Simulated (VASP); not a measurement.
## Ta under changes of volume

One of the cells (18.371 Å³/atom); the others are scaled copies at fixed shape and fractional positions:

```
Ta
1.0
    -1.66222    1.66222    1.66222
     1.66222   -1.66222    1.66222
     1.66222    1.66222   -1.66222
Ta
1
Direct
  0.00000 0.00000 0.00000
```

```yaml
Program: VASP 6.6.1
Functional: PBEsol
Potentials_or_basis: VASP PAW PBE potentials, release 64 (Ta_pv)
Cutoff: 520 eV
k_mesh: 11 × 11 × 11
Occupations: fermi-dirac, width 0.05 eV
Spin: no spin polarisation
```

| volume (Å³/atom) | energy over the lowest point (meV/atom) | pressure (GPa) |
| --- | --- | --- |
| 16.930 | 20.78 | 9.7 |
| 17.290 | 4.77 | 4.6 |
| 17.650 | 0.00 | 0.0 |
| 18.371 | 19.28 | -7.9 |
| 18.731 | ? | ? |
| 19.091 | 70.07 | -14.2 |

Problem. What does the run at 18.731 Å³/atom give?

Solution. Energy over the lowest point 41.18 meV/atom; pressure -11.2 GPa.

Worked out: A Birch-Murnaghan fit of order 3 (a polynomial in V^(-2/3)) to the other rows has its minimum at 17.64 Å³/atom with B0 = V·E''(V) = 218 GPa and B' = 4.8. It gives 41.19 meV/atom at 18.731 Å³/atom, against the run's 41.18, and -dE/dV = -11.4 GPa, against -11.2.

Energies are extrapolated to zero smearing.

Caveats: the PAW data sets were made with another functional, which shifts forces and pressure a little.
